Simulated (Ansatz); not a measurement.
CdSe (Cadmoselite) under changes of volume

One of the cells (28.102 Å³/atom); the others are scaled copies at fixed shape and fractional positions:

```
CELL_PARAMETERS angstrom
4.30000 0.00000 0.00000
-2.15000 3.72391 0.00000
0.00000 0.00000 7.02000
ATOMIC_POSITIONS crystal
Cd 0.66667 0.33333 0.50000
Cd 0.33333 0.66667 0.00000
Se 0.66667 0.33333 0.88500
Se 0.33333 0.66667 0.38500
```

| Item | Value |
| --- | --- |
| Program | Ansatz 0.2.0 |
| Functional | exchange-only PBE |
| Potentials or basis | Ansatz PAW |
| Cutoff | 420 eV (not typed: the program's choice for these potentials) |
| k mesh | 7 × 7 × 4 |
| Occupations | fermi-dirac, width 0.05 eV |
| Spin | no spin polarisation |

```tsv
volume (Å³/atom)	energy over the lowest point (meV/atom)	pressure (GPa)	gap on the mesh (eV)	largest force (eV/Å)
26.416	235.17	16.1	0.81	0.402
26.978	182.18	14.2	0.76	0.377
27.540	135.43	12.5	0.71	0.353
28.102	94.34	11.0	0.66	0.332
28.665	58.37	9.6	0.62	0.311
29.227	?	?	?	?
29.789	0.00	7.2	0.53	0.275
```

Question: What does the run at 29.227 Å³/atom give?

Answer: Energy over the lowest point 27.07 meV/atom; pressure 8.3 GPa; gap on the mesh 0.57 eV; largest force 0.293 eV/Å.

Worked out: A Birch-Murnaghan fit of order 3 (a polynomial in V^(-2/3)) to the other rows has no minimum within the range. It gives 27.07 meV/atom at 29.227 Å³/atom, against the run's 27.07, and -dE/dV = 8.3 GPa, against 8.3. A straight line through the other rows of the gap, of slope -2.33 eV per unit of ln V (its deformation potential), gives 0.57 eV, against the run's 0.57.

Energies are extrapolated to zero smearing.

Caveats: odd divisions of the mesh miss points on the zone boundary, where band edges often lie, so the gap on the mesh can be too wide; the PAW data sets come from PBE, with cores solved anew for the run's functional, which leaves a small shift of forces and pressure.

Spin-orbit coupling on Cd, Se is left out.
